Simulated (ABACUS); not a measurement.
## Ag under changes of volume

One of the cells (18.154 Å³/atom); the others are scaled copies at fixed shape and fractional positions:

```
Ag
1.0
    -1.65565    1.65565    1.65565
     1.65565   -1.65565    1.65565
     1.65565    1.65565   -1.65565
Ag
1
Direct
  0.00000 0.00000 0.00000
```

This isn't the form of Ag at room conditions, which is fcc.

- Program: ABACUS 3.10.1
- Functional: PBE
- Potentials or basis: PseudoDojo NC SR 0.4.1 PBE standard
- Cutoff: 1116 eV
- Density cutoff: 4463 eV
- Basis: plane waves
- k mesh: 11 × 11 × 11
- Occupations: fermi-dirac, width 0.05 eV
- Spin: no spin polarisation

| volume (Å³/atom) | energy over the lowest point (meV/atom) | pressure (GPa) |
| --- | --- | --- |
| 17.065 | ? | ? |
| 17.428 | 5.11 | 3.0 |
| 17.791 | 0.32 | 0.9 |
| 18.154 | 0.00 | -0.9 |
| 18.517 | 3.57 | -2.5 |
| 18.880 | 10.55 | -3.9 |
| 19.243 | 20.49 | -5.1 |

Task: What does the run at 17.065 Å³/atom give?

Result: Energy over the lowest point 15.02 meV/atom; pressure 5.4 GPa.

Worked out: A Birch-Murnaghan fit of order 3 (a polynomial in V^(-2/3)) to the other rows has its minimum at 18.00 Å³/atom with B0 = V·E''(V) = 90 GPa and B' = 5.7. It gives 15.01 meV/atom at 17.065 Å³/atom, against the run's 15.02, and -dE/dV = 5.6 GPa, against 5.4.

Energies are extrapolated to zero smearing.
